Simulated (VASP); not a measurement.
Crystal: Hf.

```xyz
3
Lattice="4.9623 0.0000 0.0000 -2.4812 4.2975 0.0000 0.0000 0.0000 3.0862" Properties=species:S:1:pos:R:3 pbc="T T T"
Hf    2.4812    1.4325    1.5431
Hf    0.0000    2.8650    1.5431
Hf    0.0000    0.0000    0.0000
```

This isn't the form of Hf at room conditions, which is hcp.

```yaml
Program: VASP 6.6.1
Task: relaxation of cell and atoms
Functional: PBEsol
Potentials_or_basis: VASP PAW PBE potentials, release 64 (Hf_pv)
Cutoff: 600 eV
k_mesh: 6 × 6 × 6
Occupations: gaussian, width 0.1 eV
Spin: no spin polarisation
```

At the start: pressure -3.1 GPa; volume 21.94 Å³/atom.

Q: How do energy, volume and symmetry change on relaxing?

A: Over 9 steps the energy falls by 6.5 meV/atom and the volume is 21.31 Å³/atom (-2.9 %); space group P6/mmm (No. 191, to 0.05 Å).

Step by step:
| step | energy change (eV) | largest force (eV/Å) | pressure (GPa) | volume (Å³) |
| --- | --- | --- | --- | --- |
| 1 | 0.0000 | 0.0000 | -3.10 | 65.82 |
| 2 | 0.0059 | 0.0000 | 4.02 | 61.85 |
| 3 | -0.0193 | 0.0000 | 0.03 | 63.93 |
| 4 | -0.0193 | 0.0000 | 0.10 | 63.89 |
| 5 | -0.0195 | 0.0000 | 0.04 | 63.91 |
| 6 | -0.0195 | 0.0000 | 0.05 | 63.91 |
| 7 | -0.0195 | 0.0000 | 0.05 | 63.91 |
| 8 | -0.0195 | 0.0000 | -0.05 | 63.97 |
| 9 | -0.0195 | 0.0000 | 0.00 | 63.94 |

Final structure:
```
Hf
1.0
     4.90398    0.00000    0.00000
    -2.45199    4.24697    0.00000
     0.00000    0.00000    3.06998
Hf
3
Direct
  0.66667 0.33333 0.50000
  0.33333 0.66667 0.50000
  0.00000 0.00000 0.00000
```

Caveat: the PAW data sets were made with another functional, which shifts forces and pressure a little.
